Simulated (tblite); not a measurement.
Compound: C4H6O.
Atom-mapped SMILES: `[CH2:1]=[CH:2][C:3]([CH3:4])=[O:5]` (hydrogens: H6, H7 on C1; H8 on C2; H9, H10, H11 on C4)

Geometry (GFN2-xTB, Å), atoms numbered from 1 in this order:
```
atom  x, y, z in Å
C1     1.4278   -0.7385   -0.3920
C2     1.0440    0.4679    0.0027
C3    -0.3456    0.8845    0.2963
C4    -1.4287   -0.1526    0.1306
O5    -0.5864    2.0154    0.6538
H6     0.7371   -1.5517   -0.5394
H7     2.4641   -0.9608   -0.5865
H8     1.7708    1.2586    0.1389
H9    -2.3915    0.2879    0.3747
H10   -1.2398   -0.9960    0.7907
H11   -1.4463   -0.5120   -0.8957
```

Computed values, GFN2-xTB/tblite, gas phase, harmonic and unscaled. Errors from tens to a few hundred cm⁻¹ against measured bands are possible. One conformer, not necessarily the lowest.

Harmonic wavenumbers (cm⁻¹): 71.6, 165.7, 281.0, 398.4, 468.4, 530.8, 663.1, 806.3, 920.1, 961.1, 993.1, 1020.7, 1043.2, 1222.6, 1267.6, 1363.7, 1403.2, 1460.3, 1463.0, 1675.9, 1732.6, 3031.7, 3034.7, 3059.7, 3066.6, 3103.2, 3128.0.

A = 9088, B = 4312, C = 2979 MHz; mass 70.042 u (most abundant isotopes); point group Cs, symmetry number 1.

Question: Zero-point energy?

Answer: ½Σν̃ = 19168 cm⁻¹ = 229.30 kJ/mol.

Question: What is S at 298.15 K and 1 bar for an ideal gas of classical rigid rotors and harmonic oscillators?

Answer: Translation 161.85, rotation 106.37, vibration 48.60: S = 316.8 J/(mol K).

Question: And Cp and H(298.15 K) − H(0)?

Answer: Cp = 91.29 J/(mol K), of which vibrations give 58.03 (their classical limit is 27 R = 224.5); H(298.15 K) − H(0) = 17.99 kJ/mol without the zero-point energy, 8.07 from vibrations.

Question: Which modes carry the vibrational entropy at 298.15 K?

Answer: 71.6 cm⁻¹: 17.19; 165.7 cm⁻¹: 10.39; 281.0 cm⁻¹: 6.39; 398.4 cm⁻¹: 4.05; 468.4 cm⁻¹: 3.10; 530.8 cm⁻¹: 2.45 J/(mol K); the other 21 give 5.02 together.

Question: What must be added to the electronic energy to get the Gibbs energy at 298.15 K and 1 bar?

Answer: ZPE + [H(298.15 K) − H(0)] − T·S = 229.30 + 17.99 − 94.46 = 152.83 kJ/mol.

Question: How do the functions run with temperature in this model?

Answer: 
```
T (K)  S (J/(mol K))  Cp (J/(mol K))  H − H(0) (kJ/mol)  G − H(0) (kJ/mol)  ln q(vib)
  100          244.2            50.3               4.09             -20.33       0.56
  200          285.0            70.0              10.08             -46.91       1.55
  300          317.4            91.7              18.16             -77.06       2.61
  500          374.1           132.3              40.72            -146.35       4.88
  800          446.0           173.1              87.04            -269.72       8.34
 1000          486.6           191.3             123.57            -363.06      10.57
```

q(vib) and H(0) count from the zero-point level.

Hindered rotation and anharmonicity are outside this model. Other conformers, if any are populated, would add a mixing term that is left out.
